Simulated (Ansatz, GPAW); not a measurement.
**BN in line between two Cu chains: relaxation, then transmission at several levels**

How well does BN in line between two Cu chains conduct once its atoms have relaxed, and how much do cheaper levels lose?

Main program and level: GPAW 26.7.0 and Ansatz 0.2.0; Ansatz plane waves; relaxation of the junction with the lead ends held, in the first sound run; inputs show where later runs differ.

Report form: the programs' logs are mostly left out.

## Step 1: The structure

The cell holds 14 atoms: 12 Cu, 1 B and 1 N. Its edges and angles: a = 9.000 Å, b = 9.000 Å, c = 30.200 Å, α = 90.0°, β = 90.0°, γ = 90.0°. Regions: left lead, 6 atoms (6 Cu); channel, 2 atoms (1 B and 1 N); right lead, 6 atoms (6 Cu). Vacuum lies along a and b. The structure is stacked along c, and the current runs across the ab planes.

Structure file:

```cif
data_structure
_symmetry_space_group_name_H-M 'P 1'
_symmetry_Int_Tables_number 1
_cell_length_a 9.0000
_cell_length_b 9.0000
_cell_length_c 30.1998
_cell_angle_alpha 90.000
_cell_angle_beta 90.000
_cell_angle_gamma 90.000
_cell_volume 2446.18
loop_
_atom_site_label
_atom_site_type_symbol
_atom_site_fract_x
_atom_site_fract_y
_atom_site_fract_z
_atom_site_occupancy
Cu1 Cu 0.50000 0.50000 0.03808 1
Cu2 Cu 0.50000 0.50000 0.11424 1
Cu3 Cu 0.50000 0.50000 0.19040 1
Cu4 Cu 0.50000 0.50000 0.26656 1
Cu5 Cu 0.50232 0.49674 0.34115 1
Cu6 Cu 0.49025 0.49882 0.42012 1
B7 B 0.50011 0.50171 0.48322 1
N8 N 0.49706 0.50884 0.52372 1
Cu9 Cu 0.50125 0.50913 0.58101 1
Cu10 Cu 0.50038 0.49829 0.65761 1
Cu11 Cu 0.50000 0.50000 0.73344 1
Cu12 Cu 0.50000 0.50000 0.80960 1
Cu13 Cu 0.50000 0.50000 0.88576 1
Cu14 Cu 0.50000 0.50000 0.96192 1
```

## Step 2: Relaxing the atoms

Transmission follows bond lengths closely, so the atoms between the held lead ends are relaxed first, from a slightly shaken start that lets symmetry break.

File input.yaml:

```yaml
crystal:
  lattice:
    - [9.0, 0.0, 0.0]
    - [0.0, 9.0, 0.0]
    - [0.0, 0.0, 30.1998]
  atoms:
    - { symbol: Cu, position: [0.5, 0.5, 0.0380797224] }
    - { symbol: Cu, position: [0.5, 0.5, 0.1142391671] }
    - { symbol: Cu, position: [0.5, 0.5, 0.1903986119] }
    - { symbol: Cu, position: [0.5, 0.5, 0.2665580567] }
    - { symbol: Cu, position: [0.5023183992, 0.4967350861, 0.3411544212] }
    - { symbol: Cu, position: [0.4902500981, 0.4988225595, 0.4201162985] }
    - { symbol: B, position: [0.5001102421, 0.5017061468, 0.4832183374] }
    - { symbol: "N", position: [0.4970595138, 0.5088409557, 0.5237151489] }
    - { symbol: Cu, position: [0.5012451769, 0.5091319361, 0.5810095573] }
    - { symbol: Cu, position: [0.5003809817, 0.4982937349, 0.6576148118] }
    - { symbol: Cu, position: [0.5, 0.5, 0.7334419433] }
    - { symbol: Cu, position: [0.5, 0.5, 0.8096013881] }
    - { symbol: Cu, position: [0.5, 0.5, 0.8857608329] }
    - { symbol: Cu, position: [0.5, 0.5, 0.9619202776] }
kpoints:
  mp_grid: { grid: [1, 1, 3] }
hamiltonian:
  xc: pbe
scf:
  occupations: { method: fermi_dirac, width: 0.1 }
relax:
  f_tol: 0.03
  max_steps: 80
  constraints: [{ sites: [0, 1, 2, 3, 10, 11, 12, 13] }]
```

Run with:

```
> ansatz run input.yaml --threads 4 --pin off --max-ram 8192MiB --backend cpu --events-out ev --progress --plain --runs-dir out
```

Elapsed: 3.8 min, on 4 threads of AMD EPYC 7R43, shared host; peak memory 3.1 GiB; 15 min of CPU time.

The steps of the relaxation:

```
step  energy less that of the first step (eV)  largest force component (eV/Å)
   1                                   0.0000                          4.5847
   2                                  -0.1438                          1.1283
   3                                  -0.2944                          0.9374
   4                                  -0.4423                          1.3515
   5                                  -0.5129                          0.4746
   6                                  -0.5256                          0.1783
   7                                  -0.5282                          0.0600
   8                                  -0.5294                          0.0311
   9                                  -0.5303                          0.0066
  10                                  -0.5307                          0.0168
  11                                  -0.5308                          0.0220
  12                                  -0.5310                          0.0251
```

The atoms that moved most (Å):

```
atom      dx      dy      dz  length
Cu10  -0.067  -0.800   0.030   0.803
 Cu5   0.561  -0.186   0.064   0.595
 Cu6  -0.204   0.034  -0.007   0.207
  N8   0.111  -0.117   0.066   0.174
 Cu9   0.050  -0.029   0.119   0.132
  B7  -0.014  -0.078   0.002   0.080
```

This step gave:

| Item | Value |
| --- | --- |
| free energy | -80017.3463 eV |
| smearing term TS | 0.5727 eV |
| symmetry operations | 1 |

The relaxation lowered the energy of the cell by 0.531 eV.

## Step 3: Plane waves, PBE

Plane waves give the reference curve, free of the bias of atom-centred orbitals.

This step: Ansatz plane waves; Landauer transmission by layers, zero bias (Ansatz 0.2.0).

File input.yaml:

```yaml
crystal:
  lattice:
    - [9.0, 0.0, 0.0]
    - [0.0, 9.0, 0.0]
    - [0.0, 0.0, 30.1998]
  atoms:
    - { symbol: Cu, position: [0.5, 0.5, 0.0380797224] }
    - { symbol: Cu, position: [0.5, 0.5, 0.1142391671] }
    - { symbol: Cu, position: [0.5, 0.5, 0.1903986119] }
    - { symbol: Cu, position: [0.5, 0.5, 0.2665580567] }
    - { symbol: Cu, position: [0.5646643238, 0.4761022911, 0.3432869284] }
    - { symbol: Cu, position: [0.4675291989, 0.5025528394, 0.4198682049] }
    - { symbol: B, position: [0.4985947294, 0.4929864693, 0.4832846276] }
    - { symbol: "N", position: [0.5093611078, 0.4958766626, 0.5259092618] }
    - { symbol: Cu, position: [0.5068259194, 0.5059225344, 0.5849468534] }
    - { symbol: Cu, position: [0.49292351, 0.4094076474, 0.6585970009] }
    - { symbol: Cu, position: [0.5, 0.5, 0.7334419433] }
    - { symbol: Cu, position: [0.5, 0.5, 0.8096013881] }
    - { symbol: Cu, position: [0.5, 0.5, 0.8857608329] }
    - { symbol: Cu, position: [0.5, 0.5, 0.9619202776] }
kpoints:
  mp_grid: { grid: [1, 1, 3] }
hamiltonian:
  xc: pbe
scf:
  occupations: { method: fermi_dirac, width: 0.1 }
output:
  transmission:
    leads: [[0, 1]]
    e_range: [-2, 2]
    de: 0.025
    kmesh: [1, 1]
    reduced_basis: true
  write_potential: true
  write_density: true
  volumetric_format: npy
```

The job ended after 2.2 min (4 threads; peak memory 3.2 GiB).

Numbers from this step:

* lead level: 0 eV from the Fermi level
* transmission at the Fermi level (one spin): 0.1388
* open channels of the lead at the Fermi level (one spin): 1
* step of the potential along the lead: 21.5 meV
* offset of the lead: 0 Å
* filling of the lead less its bulk value, in size: 135.9 meV
* conductance: 0.1402 G₀

One spin. Transmission, zone mean against energy, zero at the Fermi level:

energy (eV), transmission, zone mean and a bar:
```
   -2.000       0.02 
   -1.900       0.05 #
   -1.800       0.09 ##
   -1.700       0.13 ###
   -1.600       0.21 #####
   -1.500       0.56 #############
   -1.425       1.14 ###########################
   -1.400       0.86 ####################
   -1.300       0.67 ################
   -1.200       0.88 #####################
   -1.100       0.38 #########
   -1.000       0.69 ################
   -0.900       0.90 #####################
   -0.800       1.11 ##########################
   -0.725       1.19 ############################
   -0.700       1.12 ###########################
   -0.600       1.21 #############################
   -0.500       0.65 ###############
   -0.400       0.57 #############
   -0.300       0.86 ####################
   -0.225       1.26 ##############################
   -0.200       1.10 ##########################
   -0.100       0.17 ####
    0.000       0.14 ###
    0.100       0.11 ##
    0.200       0.09 ##
    0.300       0.08 #
    0.400       0.07 #
    0.500       0.06 #
    0.600       0.05 #
    0.700       0.05 #
    0.800       0.05 #
    0.900       0.04 #
    1.000       0.04 #
    1.100       0.04 #
    1.200       0.04 #
    1.300       0.04 #
    1.400       0.04 #
    1.500       0.04 #
    1.600       0.04 #
    1.700       0.05 #
    1.800       0.05 #
    1.900       0.05 #
    2.000       0.06 #
```

One spin. Open channels, zone mean against energy, zero at the Fermi level:

energy (eV), open channels, zone mean and a bar from the least value:
```
   -2.000       1.00 
   -1.900       1.00 
   -1.800       3.00 ############
   -1.700       3.00 ############
   -1.600       3.00 ############
   -1.500       3.00 ############
   -1.400       3.00 ############
   -1.300       3.00 ############
   -1.200       3.00 ############
   -1.100       4.00 ##################
   -1.000       4.00 ##################
   -0.900       6.00 ##############################
   -0.800       6.00 ##############################
   -0.700       6.00 ##############################
   -0.600       6.00 ##############################
   -0.500       4.00 ##################
   -0.400       4.00 ##################
   -0.300       4.00 ##################
   -0.200       3.00 ############
   -0.100       1.00 
    0.000       1.00 
    0.100       1.00 
    0.200       1.00 
    0.300       1.00 
    0.400       1.00 
    0.500       1.00 
    0.600       1.00 
    0.700       1.00 
    0.800       1.00 
    0.900       1.00 
    1.000       1.00 
    1.100       1.00 
    1.200       1.00 
    1.300       1.00 
    1.400       1.00 
    1.500       1.00 
    1.600       1.00 
    1.700       1.00 
    1.800       1.00 
    1.900       1.00 
    2.000       1.00
```

Crystal 0, spin -, k parallel (0, 0); distinct values, listed up to 1.5 1/Å. Table of Im kz of the slowest decaying states by energy, zero at the Fermi level:

```
energy (eV)  decay 1 (Å⁻¹)  decay 2 (Å⁻¹)  decay 3 (Å⁻¹)  decay 4 (Å⁻¹)
     -2.000          0.339          0.339          0.674           1.11
     -1.800          0.597           1.04           1.04           1.30
     -1.600          0.504          0.944          0.946           1.28
     -1.400          0.384          0.824          0.826           1.27
     -1.200          0.193          0.652          0.653           1.25
     -1.000          0.322          0.323           1.23           1.23
     -0.800           1.21           1.21           1.22           1.34
     -0.600           1.20           1.20           1.20           1.32
     -0.400          0.564          0.564           1.18           1.18
     -0.200          0.128          0.777          0.777           1.15
      0.000          0.218          0.218          0.326          0.917
      0.200          0.300          0.301          0.440           1.02
      0.400          0.352          0.352          0.527           1.08
      0.600          0.386          0.386          0.597           1.05
      0.800          0.407          0.407          0.656           1.03
      1.000          0.419          0.419          0.707           1.00
      1.200          0.423          0.423          0.752          0.973
      1.400          0.420          0.420          0.792          0.944
      1.600          0.409          0.409          0.829          0.915
      1.800          0.392          0.392          0.862          0.884
      2.000          0.368          0.368          0.853          0.892
```

Crystal 0, spin -, k parallel (0, 0). Table of Re kz of states that move upwards by energy, zero at the Fermi level:

```
energy (eV)  channel 1 (Å⁻¹)  channel 2 (Å⁻¹)  channel 3 (Å⁻¹)  channel 4 (Å⁻¹)  channel 5 (Å⁻¹)  channel 6 (Å⁻¹)
     -2.000            0.571                -                -                -                -                -
     -1.800            -1.28            -1.27            0.616                -                -                -
     -1.600           -0.995           -0.995            0.661                -                -                -
     -1.400           -0.842           -0.842            0.708                -                -                -
     -1.200           -0.717           -0.717            0.757                -                -                -
     -1.000           -0.605           -0.605            0.275            0.813                -                -
     -0.800           -0.498           -0.497            0.434            0.589            0.590            0.881
     -0.600           -0.389           -0.389            0.544            0.968             1.14             1.14
     -0.400           -0.268           -0.267            0.628             1.10                -                -
     -0.200          -0.0786          -0.0778            0.693                -                -                -
      0.000            0.745                -                -                -                -                -
      0.200            0.789                -                -                -                -                -
      0.400            0.827                -                -                -                -                -
      0.600            0.862                -                -                -                -                -
      0.800            0.894                -                -                -                -                -
      1.000            0.923                -                -                -                -                -
      1.200            0.951                -                -                -                -                -
      1.400            0.979                -                -                -                -                -
      1.600             1.00                -                -                -                -                -
      1.800             1.03                -                -                -                -                -
      2.000             1.06                -                -                -                -                -
```

The electrostatic potential energy of an electron (with the applied field's), less the Fermi level, planar mean oscillates, so the rows of the table below give means over windows of 2.24 Å about each position, cut where the curve ends. Its maxima inside the range that stand out by 2 % of the span (Å: eV): 2.2: 4.94, 4.6: 4.95, 6.9: 4.95, 9.2: 4.98, 11.6: 4.96, 13.8: 5.40, 15.2: 5.56, 16.6: 5.61, 18.7: 5.06, 21.0: 4.95, 23.3: 4.96, 25.6: 4.94, 28.0: 4.95. Its minima: 1.1: 3.66, 3.5: 3.66, 5.7: 3.67, 8.1: 3.68, 10.3: 3.71, 12.6: 3.90, 14.5: 4.73, 15.9: 5.04, 17.8: 4.00, 19.9: 3.78, 22.1: 3.67, 24.5: 3.68, 26.7: 3.66, 29.1: 3.66.

Table of electrostatic potential energy of an electron (with the applied field's), less the Fermi level, planar mean by z; means over each step:

```
z (Å)  electrostatic potential energy of an electron (with the applied field's), less the Fermi level, planar mean (eV)
 1.12                                                                                                              4.31
 3.36                                                                                                              4.31
 5.60                                                                                                              4.32
 7.84                                                                                                              4.32
10.08                                                                                                              4.36
12.32                                                                                                              4.50
14.56                                                                                                              5.19
16.80                                                                                                              4.90
19.04                                                                                                              4.45
21.28                                                                                                              4.35
23.52                                                                                                              4.36
25.76                                                                                                              4.35
28.00                                                                                                              4.35
```

The valence density, planar mean oscillates, so the rows of the table below give means over windows of 2.31 Å about each position, cut where the curve ends. Its maxima inside the range that stand out by 2 % of the span (Å: e/Å³): 1.1: 0.328, 3.5: 0.325, 5.7: 0.330, 8.1: 0.321, 10.3: 0.330, 12.7: 0.326, 15.8: 0.0605, 17.6: 0.324, 19.9: 0.328, 22.1: 0.321, 24.5: 0.330, 26.7: 0.325, 29.1: 0.328. Its minima: 2.2: 0.0132, 4.6: 0.0130, 6.9: 0.0130, 9.2: 0.0126, 11.6: 0.0113, 13.7: 0.0195, 16.8: 0.0207, 18.7: 0.0132, 21.0: 0.0131, 23.3: 0.0132, 25.6: 0.0129, 28.0: 0.0133.

Valence density, planar mean against z; means over each step:

```
z (Å)  valence density, planar mean (e/Å³)
 1.16                                0.102
 3.46                                0.102
 5.77                                0.102
 8.08                                0.101
10.39                                0.101
12.70                                0.102
15.01                               0.0358
17.32                                0.106
19.63                                0.102
21.94                                0.102
24.25                                0.102
26.56                                0.102
28.87                                0.102
```

The largest of the program's own error estimates on the conductance is 107 %. T at the Fermi level is 0.139 of 1 open channels a spin.

(Part 1 of 3 ends here.)

[Logs are printed without paths, hosts, clocks, repeated set-up lines and the standing remarks that a program may print on its own settings, such as how far it seeks lower states.]

[Hosts, paths, dates, database ids (printed as entryN), source tags and the programs' standing remarks are cut or masked in the printed files.]
